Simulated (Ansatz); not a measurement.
# TiO2: single point with PBE

TiO2:

```
Ti O
1.0
     2.96826    0.00000    0.00000
     0.00021    4.70761    0.00000
     1.48357    0.24235    7.08346
Ti O
3 6
Cartesian
  0.0386 -0.0030 0.0602
  1.4522 2.3173 2.2838
  3.0009 2.5769 4.8552
  1.5074 0.8817 0.8932
  3.0056 1.5223 3.2140
  1.4928 1.5981 5.7358
  3.0293 3.3292 1.4526
  1.4451 3.4198 3.8749
  2.9550 4.0397 6.1841
```

The cell comes from a database or a generator and needn't be the stable form of this composition.

The cell isn't the ideal one: atoms moved at random, drawn with an rms of 0.05 Å.

```yaml
Program: Ansatz 0.2.0
Task: single point
Functional: PBE
Potentials_or_basis: Ansatz PAW
Cutoff: "420 eV (not typed: the program's choice for these potentials)"
k_mesh: 9 × 6 × 4
Occupations: fermi-dirac, width 0.05 eV
Spin: no spin polarisation
```

The pressure is 5.2 GPa and the largest force is 1.119 eV/Å. The band gap on the k mesh is 2.28 eV, indirect (least direct gap 2.29 eV).

Forces on the atoms (eV/Å):
```
Ti   0.005 -0.566 -0.704
Ti   0.182  0.483 -0.529
Ti  -0.007  0.375  0.889
O   -0.037  0.541  0.686
O   -0.478 -1.010  0.058
O   -0.152  0.631 -0.603
O   -0.287 -0.197 -0.205
O    0.600  0.173  0.483
O    0.173 -0.429 -0.075
```

Stress tensor (GPa, compression positive):
```
 4.94  1.57 -0.53
 1.57  5.08 -0.20
-0.53 -0.20  5.51
```

Levels at points of the mesh, in eV from the valence-band top:
```tsv
k point	band 33	band 34	band 35	band 36	band 37	band 38	band 39	band 40
(0.00, 0.00, 0.00)	-0.59	-0.47	-0.40	-0.01	2.28	2.62	2.76	2.90
(0.00, 0.00, -0.50)	-1.09	-0.93	-0.38	-0.12	2.46	2.60	2.72	2.97
(0.00, -0.50, 0.00)	-1.11	-1.04	-0.93	-0.87	2.47	2.59	2.72	3.01
(0.00, -0.50, -0.50)	-0.93	-0.87	-0.77	-0.35	2.32	2.59	2.64	2.82
```

Wall time 12 s on 4 threads of Arm Neoverse V2, on a shared host, peak memory 0.61 GiB.

Caveat: odd divisions of the mesh miss points on the zone boundary, where band edges often lie, so the gap on the mesh can be too wide; the pressure holds a Pulay correction of +0.7 GPa for the finite cutoff. A k mesh can miss the band edges.
